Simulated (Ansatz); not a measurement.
XPS core lines in Ag2O

Cell: an entry of the Crystallography Open Database (COD), its atoms then relaxed with PBE in this cell, repeated to a supercell; a hole's nearest image is 6.7 Å away.

```cif
data_Ag2O
_symmetry_space_group_name_H-M 'Pn-3m:1'
_symmetry_Int_Tables_number 224
_cell_length_a 4.7306
_cell_length_b 4.7306
_cell_length_c 4.7306
_cell_angle_alpha 90.000
_cell_angle_beta 90.000
_cell_angle_gamma 90.000
loop_
_atom_site_label
_atom_site_type_symbol
_atom_site_symmetry_multiplicity
_atom_site_Wyckoff_symbol
_atom_site_fract_x
_atom_site_fract_y
_atom_site_fract_z
Ag1 Ag 4 c 0.7500 0.7500 0.7500
O9 O 2 a 0.0000 0.0000 0.0000
```

One atom of each set is listed; the run and its k-mesh use a cell of 12 atoms with edges of 6.69, 6.69, 6.69 Å.

All values are calculated (Ansatz; DFT, PBE, plane waves and PAW, scalar-relativistic, 420 eV cutoff, Γ-centred 5×5×5 k-points, Fermi–Dirac smearing 0.05 eV), not measured.

Each value is a total-energy difference between the cell with one core hole and the ground state (ΔSCF), counted from the Fermi energy. 

Problem. Give the Ag 3d, O 1s lines of each distinct site.

Solution. 

```
 line  atom                first shell  E_B (eV)  j = l + ½ / j = l − ½ (eV)
Ag 3d     1  2 O at 2.05 Å, angle 180°     367.8               365.3 / 371.4
 O 1s     9             4 Ag at 2.05 Å     529.2                           –
```

For p, d and f shells E_B is the weighted mean of the two lines, whose splitting comes from the free atom's Dirac orbitals.

Absolute PBE values can be off by an eV or more, and the 3d and 4f lines of heavy atoms by several eV. Multiplets, satellites and widths aren't calculated.
